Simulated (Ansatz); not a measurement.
# Sn: the cost of one run

Program: Ansatz 0.2.0. Level of theory: DFT PBE, scalar-relativistic, plane waves, PAW. These are calculated values, not measurements.

## 1. The structure to begin with

It takes space group Pm-3m (No. 221, cubic). The conventional cell has a = 5.560 Å, b = 5.560 Å, c = 5.560 Å, α = 90.00°, β = 90.00°, γ = 90.00°. Around Sn (site symmetry 4/mmm) lie 6 Sn at 2.78 Å. Sn (site symmetry m-3m) is surrounded by 6 Sn at 2.78 Å. Sn (site symmetry 4/mmm) has 4 Sn at 2.78 Å as nearest neighbours.

Coordinates:

```cif
data_structure
_symmetry_space_group_name_H-M 'P 1'
_symmetry_Int_Tables_number 1
_cell_length_a 5.5600
_cell_length_b 5.5600
_cell_length_c 5.5600
_cell_angle_alpha 90.000
_cell_angle_beta 90.000
_cell_angle_gamma 90.000
_cell_volume 171.88
loop_
_atom_site_label
_atom_site_type_symbol
_atom_site_fract_x
_atom_site_fract_y
_atom_site_fract_z
_atom_site_occupancy
Sn1 Sn 0.50000 0.50000 0.00000 1
Sn2 Sn 0.00000 0.50000 0.50000 1
Sn3 Sn 0.50000 0.00000 0.50000 1
Sn4 Sn 0.50000 0.50000 0.50000 1
Sn5 Sn 0.50000 0.00000 0.00000 1
Sn6 Sn 0.00000 0.50000 0.00000 1
Sn7 Sn 0.00000 0.00000 0.50000 1
```

Recipe of the guess: 4-, 6-connected net of one element (Pm-3m, No. 221). Its size is a rough estimate.

## 2. Probe: one point on a coarse mesh

The input, input.yaml:

```yaml
crystal:
  lattice:
    - [5.56, 0.0, 0.0]
    - [0.0, 5.56, 0.0]
    - [0.0, 0.0, 5.56]
  atoms:
    - { symbol: Sn, position: [0.5, 0.5, 0.0] }
    - { symbol: Sn, position: [0.0, 0.5, 0.5] }
    - { symbol: Sn, position: [0.5, 0.0, 0.5] }
    - { symbol: Sn, position: [0.5, 0.5, 0.5] }
    - { symbol: Sn, position: [0.5, 0.0, 0.0] }
    - { symbol: Sn, position: [0.0, 0.5, 0.0] }
    - { symbol: Sn, position: [0.0, 0.0, 0.5] }
basis:
  ecutwfc: 420
kpoints:
  mp_grid: { grid: [4, 4, 4] }
hamiltonian:
  xc: pbe
scf:
  occupations: { method: gaussian, width: 0.1 }
  lower_state_search: "off"
output:
  forces: true
  stress: true
  eigenvalues: true
```

Launch:

```bash
$ ansatz run input.yaml --threads 1 --pin off --max-ram 2560MiB --backend cpu --events-out ev --progress --plain --runs-dir out
```

Q: Estimate wall time and peak memory on 1 thread of Arm Neoverse V1, shared host.

About 6 s, with a peak of 0.4 GiB.
